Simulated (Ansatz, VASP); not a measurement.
## SrO in VASP and in Ansatz

```
CELL_PARAMETERS angstrom
4.27547 0.00000 0.00000
-2.13773 3.70266 0.00000
0.00000 0.00000 5.15559
ATOMIC_POSITIONS crystal
Sr 0.33333 0.66667 0.93813
Sr 0.66667 0.33333 0.43813
O 0.33333 0.66667 0.43687
O 0.66667 0.33333 0.93687
```

Measurements of this composition are mostly on another form, of space group No. 225.

Alike in both runs: task single point; functional PBE; k mesh 6 × 6 × 4; occupations gaussian, width 0.1 eV; no spin polarisation.

|  | VASP | Ansatz |
| --- | --- | --- |
| version | VASP 6.6.1 | Ansatz 0.2.0 |
| potentials or method | VASP PAW PBE potentials, release 64 (Sr_sv, O) | scalar-relativistic, plane waves, PAW |
| plane-wave cutoff (eV) | 520 | 420 |
| valence electrons in the cell | 32 | 32 |

|  | VASP | Ansatz | Ansatz less VASP |
| --- | --- | --- | --- |
| gap on the k mesh at the Fermi level (eV) | 2.63 | 2.65 | +0.019 |
| least direct gap on the mesh (eV) | 2.63 | 2.65 | +0.019 |
| pressure (GPa) | 1.4 | 0.9 | -0.46 |
| largest component of the traceless stress (GPa) | 0.22 | 0.20 | -0.013 |
| rms of the force components (eV/Å) | 0.008 | 0.008 | -0.0006 |

Atom by atom the forces differ by 0.001 eV/Å (rms over components).

As with any semilocal functional, this PBE gap is likely too small.
